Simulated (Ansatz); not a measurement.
# AlCu3: under pressure

The task here is to estimate one member of a computed series from the others.

Method: DFT r2SCAN, scalar-relativistic, plane waves, PAW, in Ansatz 0.2.0.

1 further run of the same task is left out (set aside as unsound or not needed).

## Starting point

It takes space group P6_3/mmc (No. 194, hexagonal). The conventional cell has a = 5.155 Å, b = 5.155 Å, c = 4.189 Å, α = 90.00°, β = 90.00°, γ = 120.00°. Al (site symmetry -6m2) is surrounded by 12 Cu at 2.58 Å. Cu (site symmetry mm2) is surrounded by 8 Cu at 2.56 to 2.60 Å and 4 Al at 2.58 Å.

As a file:

```
CELL_PARAMETERS angstrom
5.15514 0.00000 0.00000
-2.57757 4.46448 0.00000
0.00000 0.00000 4.18873
ATOMIC_POSITIONS crystal
Al 0.66667 0.33333 0.25000
Al 0.33333 0.66667 0.75000
Cu 0.33093 0.16546 0.75000
Cu 0.83454 0.16546 0.75000
Cu 0.83454 0.66907 0.75000
Cu 0.66907 0.83454 0.25000
Cu 0.16546 0.83454 0.25000
Cu 0.16546 0.33093 0.25000
```

It goes back to an entry of the Materials Project, which need not be the stable form.

This cell was relaxed beforehand with the same method: volume 12.05 Å³/atom, gap on the mesh none (metal).

The first run:

input.yaml reads:

```yaml
crystal:
  lattice:
    - [5.1725853043, 0.0, 0.0]
    - [-2.5862926521, 4.4795902767, 0.0]
    - [0.0, 0.0, 4.2029005104]
  atoms:
    - { symbol: Al, position: [0.6666666667, 0.3333333333, 0.25] }
    - { symbol: Al, position: [0.3333333333, 0.6666666667, 0.75] }
    - { symbol: Cu, position: [0.3309267938, 0.1654633969, 0.75] }
    - { symbol: Cu, position: [0.8345366031, 0.1654633969, 0.75] }
    - { symbol: Cu, position: [0.8345366031, 0.6690732062, 0.75] }
    - { symbol: Cu, position: [0.6690732062, 0.8345366031, 0.25] }
    - { symbol: Cu, position: [0.1654633969, 0.8345366031, 0.25] }
    - { symbol: Cu, position: [0.1654633969, 0.3309267938, 0.25] }
basis:
  ecutwfc: 500
kpoints:
  mp_grid: { grid: [12, 12, 8] }
hamiltonian:
  xc: r2scan
scf:
  occupations: { method: gaussian, width: 0.1 }
output:
  forces: true
  stress: true
  eigenvalues: true
relax:
  adjacent_minimum: "off"
  f_tol: 0.008
  max_steps: 50
  cell: { stress_tol: 0.08, p_target: -1.0 }
```

On the command line:

```bash
> ansatz run input.yaml --threads 2 --pin off --max-ram 5120MiB --backend cpu --events-out ev --progress --plain --runs-dir out
```

Steps of the session up to this table: Relaxing at -1 GPa; Target pressure 1 GPa; 4 GPa; 12 GPa; 25 GPa.

One of the session's tables, all rows but one given; the rest of the session is left out.

Lengths are those of the vectors of the cell that was run:

| P (GPa) | V (Å³/atom) | a (Å) | b (Å) | c (Å) | ΔH (eV/atom) |
| --- | --- | --- | --- | --- | --- |
| -1 | 12.13 | 5.167 | 5.167 | 4.198 | -0.075 |
| 0 | 12.05 | 5.155 | 5.155 | 4.189 | 0.000 |
| 1 | 11.97 | 5.144 | 5.144 | 4.180 | 0.075 |
| 4 | 11.75 | 5.112 | 5.112 | 4.154 | 0.297 |
| 12 | ? | ? | ? | ? | ? |
| 25 | 10.65 | 4.947 | 4.947 | 4.021 | 1.759 |

Q: Estimate the row for P (GPa) = 12 from the others.

Worked estimate for «V (Å³/atom)». A straight line through the neighbours (4, 11.75) and (25, 10.65) gives 11.75 + (10.65 − 11.75) × (12 − 4) / (25 − 4) = 11.33; a parabola fitted to 3 rows on both sides gives 11.24.

The run gave: V (Å³/atom): 11.27; a (Å): 5.040; b (Å): 5.040; c (Å): 4.096; ΔH (eV/atom): 0.871. In «V (Å³/atom)» the line misses by +0.06 and the parabola by -0.03.

ΔH is E + PV over the energy at zero pressure; a, b and c are the vectors of the computed cell. 

To keep in mind: Other structures may take over in this range; these runs cannot find them.
